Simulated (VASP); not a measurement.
# GaN in VASP: further runs, part 2 of 3

VASP 6.6.1. The steps go on from the part before.

### 3 Relaxation of the atoms, PBEsol

The input, INCAR:

```
PREC     = Accurate       # precision mode
ENCUT    = 520            # plane-wave cutoff, eV
EDIFF    = 1E-6           # SCF threshold, eV
ISMEAR   = 0              # smearing method
SIGMA    = 0.03           # smearing width, eV
LREAL    = False          # projectors in reciprocal space
LASPH    = True           # aspherical terms in the spheres
NELM     = 80             # most SCF steps
ALGO     = Normal         # electronic algorithm
ISIF     = 2              # what is computed and relaxed
LWAVE    = False          # write WAVECAR
LCHARG   = False          # write CHGCAR
LDIPOL   = True         
IDIPOL   = 3            
DIPOL    = 0.5 0.5 0.500
GGA      = PS             # functional
IBRION   = 2              # ionic algorithm
NSW      = 80             # ionic steps
EDIFFG   = -0.02          # ionic threshold
```

The input, KPOINTS:

```
Automatic mesh
0
Gamma
  8 5 1
```

The input, POSCAR:

```
GaN
1.0
    3.1802300300      0.0000000000      0.0000000000
    0.0000000000      5.1832170000      0.0000000000
    0.0000000000      0.0000000000     26.9346950700
Ga N
10 10
Direct
    0.9999994900      0.0007600000      0.2784512700
    0.5000004900      0.5007600000      0.3125357500
    0.4999994800      0.0007600000      0.3807045100
    0.0000004800      0.5007600000      0.4147890000
    0.9999994700      0.0007600000      0.4829577600
    0.5000004700      0.5007600000      0.5170422400
    0.4999994600      0.0007600000      0.5852110000
    0.0000004600      0.5007600000      0.6192954900
    0.9999994600      0.0007600000      0.6874642500
    0.5000004500      0.5007600000      0.7215487300
    0.9999994900      0.6242400000      0.2784512700
    0.5000004900      0.1242400000      0.3125357500
    0.4999994800      0.6242400000      0.3807045100
    0.0000004800      0.1242400000      0.4147890000
    0.9999994700      0.6242400000      0.4829577600
    0.5000004700      0.1242400000      0.5170422400
    0.4999994600      0.6242400000      0.5852110000
    0.0000004600      0.1242400000      0.6192954900
    0.9999994600      0.6242400000      0.6874642500
    0.5000004500      0.1242400000      0.7215487300
```

Potentials or basis: VASP PAW PBE potentials, release 64 (Ga_d, N).

The run is started by

```bash
$ cat potpaw_PBE.64/Ga_d/POTCAR potpaw_PBE.64/N/POTCAR > POTCAR
$ mpirun -np 8 vasp_std > vasp.out
```

OUTCAR:

```text
PREC = Accurate
   ENCUT = 520
   EDIFF = 1E-6
   ISMEAR = 0
   LREAL = False
   LASPH = True
   NELM = 80
   ISIF = 2
   GGA = PS
   IBRION = 2
   NSW = 80
   EDIFFG = -0.02

 ion  position               nearest neighbor table
   1  1.000  0.001  0.278-  12 1.94  12 1.94  11 1.95
   2  0.500  0.501  0.313-  13 1.94  11 1.94  11 1.94  12 1.95
   3  0.500  0.001  0.381-  12 1.94  14 1.94  14 1.94  13 1.95
   4  0.000  0.501  0.415-  15 1.94  13 1.94  13 1.94  14 1.95
   5  1.000  0.001  0.483-  14 1.94  16 1.94  16 1.94  15 1.95
   6  0.500  0.501  0.517-  17 1.94  15 1.94  15 1.94  16 1.95
   7  0.500  0.001  0.585-  16 1.94  18 1.94  18 1.94  17 1.95
   8  0.000  0.501  0.619-  19 1.94  17 1.94  17 1.94  18 1.95
   9  1.000  0.001  0.687-  18 1.94  20 1.94  20 1.94  19 1.95
  10  0.500  0.501  0.722-  19 1.94  19 1.94  20 1.95
  11  1.000  0.624  0.278-   2 1.94   2 1.94   1 1.95
  12  0.500  0.124  0.313-   3 1.94   1 1.94   1 1.94   2 1.95
  13  0.500  0.624  0.381-   2 1.94   4 1.94   4 1.94   3 1.95
  14  0.000  0.124  0.415-   5 1.94   3 1.94   3 1.94   4 1.95
  15  1.000  0.624  0.483-   4 1.94   6 1.94   6 1.94   5 1.95
  16  0.500  0.124  0.517-   7 1.94   5 1.94   5 1.94   6 1.95
  17  0.500  0.624  0.585-   6 1.94   8 1.94   8 1.94   7 1.95
  18  0.000  0.124  0.619-   9 1.94   7 1.94   7 1.94   8 1.95
  19  1.000  0.624  0.687-   8 1.94  10 1.94  10 1.94   9 1.95
  20  0.500  0.124  0.722-   9 1.94   9 1.94  10 1.95

  LATTYP: Found a simple orthorhombic cell.
 ALAT       =     3.1802300300
 B/A-ratio  =     1.6298245571
 C/A-ratio  =     8.4694172484

  Lattice vectors:

 A1 = (   3.1802300300,   0.0000000000,   0.0000000000)
 A2 = (   0.0000000000,   5.1832170000,   0.0000000000)
 A3 = (   0.0000000000,   0.0000000000,  26.9346950700)

Analysis of symmetry for initial positions (statically):
=====================================================================
 Subroutine PRICEL returns:
 Original cell was already a primitive cell.

 Routine SETGRP: Setting up the symmetry group for a
 simple orthorhombic supercell.

[... 356 lines left out ...]

[... ionic steps 4 to 23 ...]

--------------------------------------- Ionic step       24  -------------------------------------------

 number of electron     179.9999947 magnetization

------------------------ aborting loop because EDIFF is reached ----------------------------------------
[... 49 lines left out ...]
--------------------------------------- Ionic step       25  -------------------------------------------

 number of electron     179.9999948 magnetization

 dipolmoment           0.000000      0.000000     -0.000000 electrons x Angstroem

------------------------ aborting loop because EDIFF is reached ----------------------------------------

  FORCE on cell =-STRESS in cart. coord.  units (eV):
  Direction    XX          YY          ZZ          XY          YZ          ZX
  --------------------------------------------------------------------------------------
  -------------------------------------------------------------------------------------
  Total        3.7252199      2.5136332     -0.2596076      0.0000000      0.0000000      0.0000000
  in kB       13.4428859      9.0707354     -0.9368238      0.0000000      0.0000000      0.0000000
  external PRESSURE =       7.1922658 kB  Pullay stress =       0.0000000 kB
[... 41 lines left out ...]
--------------------------------------- Ionic step       26  -------------------------------------------

 number of electron     179.9999948 magnetization

 dipolmoment           0.000000      0.000000      0.000000 electrons x Angstroem

 Free energy of the ion-electron system (eV)
  ---------------------------------------------------
  ext. energy  EPLUGINS =         0.00000000
  ---------------------------------------------------
  free energy    TOTEN  =      -127.66564635 eV

  energy without entropy =     -127.66564635  energy(sigma->0) =     -127.66564635

 E-fermi :   0.0493     XC(G=0):  -6.5911

 val. band max:       -0.0985017416   @ k =   0.0000   0.0000   0.0000
 cond. band min:       1.5355149724   @ k =   0.0000   0.0000   0.0000
 fundamental gap:      1.6340167141
 Fermi energy:         0.0493276275

 k-point     1 :       0.0000    0.0000    0.0000
  band No.  band energies     occupation
      1     -16.2207      2.00000
      2     -16.1073      2.00000
      3     -15.8652      2.00000
      4     -15.5852      2.00000
      5     -15.3459      2.00000
      6     -15.2188      2.00000
[... 1564 lines left out ...]
    101       6.0815      0.00000
    102       6.0815      0.00000
 [bands above 102 left out]

------------------------ aborting loop because EDIFF is reached ----------------------------------------

 vacuum level on the upper side and lower side of the slab       (xc-potential included)        -0.016        -0.017

  FORCE on cell =-STRESS in cart. coord.  units (eV):
  Direction    XX          YY          ZZ          XY          YZ          ZX
  --------------------------------------------------------------------------------------
  -------------------------------------------------------------------------------------
  Total        3.7201012      2.5147093     -0.2525004      0.0000000      0.0000000      0.0000000
  in kB       13.4244144      9.0746186     -0.9111768      0.0000000      0.0000000      0.0000000
  external PRESSURE =       7.1959521 kB  Pullay stress =       0.0000000 kB
[... 35 lines left out ...]
  FREE ENERGIE OF THE ION-ELECTRON SYSTEM (eV)
  ---------------------------------------------------
  free  energy   TOTEN  =      -127.6656463457 eV

  energy  without entropy=     -127.6656463457  energy(sigma->0) =     -127.66564635

 reached required accuracy - stopping structural energy minimisation

 vacuum level on the upper side and lower side of the slab         5.634         5.634
```

OSZICAR:

```text
N       E                     dE             d eps       ncg     rms          rms(c)
DAV:   1     0.254969247589E+04    0.25497E+04   -0.78554E+04  3920   0.242E+03
DAV:   2     0.574226645583E+03   -0.19755E+04   -0.18460E+04  3368   0.752E+02
[... 288 lines left out ...]
  25 F= -.12766564E+03 E0= -.12766564E+03  d E =-.336961E-03
       N       E                     dE             d eps       ncg     rms          rms(c)
DAV:   1    -0.127665630317E+03    0.10482E-04   -0.41558E-03  3632   0.221E-01    0.818E-03
DAV:   2    -0.127665645618E+03   -0.15300E-04   -0.16276E-04  4592   0.654E-02    0.398E-03
DAV:   3    -0.127665646332E+03   -0.71472E-06   -0.11395E-05  4184   0.287E-02    0.270E-03
DAV:   4    -0.127665646346E+03   -0.13344E-07   -0.16898E-06  2440   0.236E-02
  26 F= -.12766565E+03 E0= -.12766565E+03  d E =-.342021E-03
```

CONTCAR:

```text
GaN
   1.00000000000000
     3.1802300300000002    0.0000000000000000    0.0000000000000000
     0.0000000000000000    5.1832170000000000    0.0000000000000000
     0.0000000000000000    0.0000000000000000   26.9346950700000001
  Ga              N
    10    10
Direct
     0.9999994900000004    0.9720597487039927    0.2886576284358794
     0.5000004899999979    0.5074485320883898    0.3086374563065050
     0.4999994799999996    0.9993655418899632    0.3822338031270330
     0.0000004799999971    0.5052498039471779    0.4139452084966240
     0.9999994699999988    0.0028547895166368    0.4833996846460650
     0.5000004700000034    0.5028547895166370    0.5166003153539347
[... 12 lines left out ...]
     0.9999994599999980    0.6322119912334915    0.6882791788165867
     0.5000004500000017    0.1267528810135385    0.7211012617942920

  0.00000000E+00  0.00000000E+00  0.00000000E+00
  0.00000000E+00  0.00000000E+00  0.00000000E+00
  0.00000000E+00  0.00000000E+00  0.00000000E+00
  0.00000000E+00  0.00000000E+00  0.00000000E+00
  0.00000000E+00  0.00000000E+00  0.00000000E+00
  0.00000000E+00  0.00000000E+00  0.00000000E+00
[... 12 lines left out ...]
  0.00000000E+00  0.00000000E+00  0.00000000E+00
  0.00000000E+00  0.00000000E+00  0.00000000E+00
```

It took 68 min on 8 MPI ranks of AMD EPYC 7R43 (Zen 3), shared host; peak memory 0.22 GiB.

What came out:

```yaml
Free_energy: -127.6656 eV
Energy_gained_by_relaxing: 53.0 meV/atom
Ionic_steps: 26
Largest_force_after_relaxing: 0.020 eV/Å
Band_gap_on_the_k_mesh: 1.63 eV, direct
```

Forces in eV/Å, atoms in the order of the input:
```
Ga   0.000  0.012 -0.011
Ga   0.000  0.005 -0.003
Ga   0.000  0.007  0.003
Ga   0.000  0.006  0.003
Ga   0.000 -0.002 -0.005
Ga   0.000 -0.002  0.005
Ga   0.000  0.006 -0.003
Ga   0.000  0.007 -0.003
Ga   0.000  0.005  0.003
Ga   0.000  0.012  0.011
N    0.000 -0.010  0.000
N    0.000 -0.019  0.004
N    0.000 -0.001  0.014
N    0.000  0.001  0.013
N    0.000  0.001  0.016
N    0.000  0.001 -0.016
N    0.000  0.001 -0.013
N    0.000 -0.001 -0.014
N    0.000 -0.019 -0.004
N    0.000 -0.010  0.000
```

The path:
```
step  energy change (eV)  largest force (eV/Å)  pressure (GPa)
   1              0.0000                2.6087           -1.30
   2             -0.7993                1.2795           -0.35
   3             -0.8141                1.3605           -0.15
   4             -0.9842                0.4684            0.14
   5             -0.9892                0.4545            0.21
   6             -1.0255                0.3467            0.41
   7             -1.0255                0.3478            0.42
   8             -1.0416                0.1709            0.44
   9             -1.0429                0.2237            0.45
  10             -1.0495                0.1416            0.51
  11             -1.0497                0.1561            0.51
  12             -1.0547                0.1061            0.50
  13             -1.0550                0.1199            0.50
  14             -1.0583                0.0469            0.54
  15             -1.0587                0.0651            0.55
  16             -1.0593                0.0741            0.57
  17             -1.0593                0.0506            0.56
  18             -1.0597                0.0298            0.60
  19             -1.0597                0.0310            0.61
  20             -1.0601                0.0289            0.64
  21             -1.0603                0.0305            0.66
  22             -1.0603                0.0441            0.68
  23             -1.0604                0.0366            0.67
  24             -1.0606                0.0278            0.70
  25             -1.0607                0.0200            0.72
  26             -1.0607                0.0197            0.72
```

Final structure:
```xyz
20
Lattice="3.1802 0.0000 0.0000 0.0000 5.1832 0.0000 0.0000 0.0000 26.9347" Properties=species:S:1:pos:R:3 pbc="T T T"
Ga    3.1802    5.0384    7.7749
Ga    1.5901    2.6302    8.3131
Ga    1.5901    5.1799   10.2954
Ga    0.0000    2.6188   11.1495
Ga    3.1802    0.0148   13.0202
Ga    1.5901    2.6064   13.9145
Ga    1.5901    0.0272   15.7852
Ga    0.0000    2.5883   16.6393
Ga    3.1802    0.0386   18.6216
Ga    1.5901    2.4468   19.1598
N     3.1802    3.2486    7.5121
N     1.5901    0.6853    8.3961
N     1.5901    3.2407   10.2460
N     0.0000    0.6603   11.1705
N     3.1802    3.2470   13.0059
N     1.5901    0.6554   13.9288
N     1.5901    3.2519   15.7642
N     0.0000    0.6491   16.6887
N     3.1802    3.2769   18.5386
N     1.5901    0.6570   19.4226
```

Levels at points of the mesh, in eV from the valence-band top:
```tsv
k point	band 88	band 89	band 90	band 91	band 92	band 93
(0.00, 0.00, 0.00)	-0.08	-0.08	0.00	1.63	2.18	3.28
(0.50, 0.00, 0.00)	-1.22	-0.48	-0.48	3.42	3.42	5.31
```

Caveat: the PAW data sets were made with another functional, which shifts forces and pressure a little.

(Continued in part 3 of 3.)
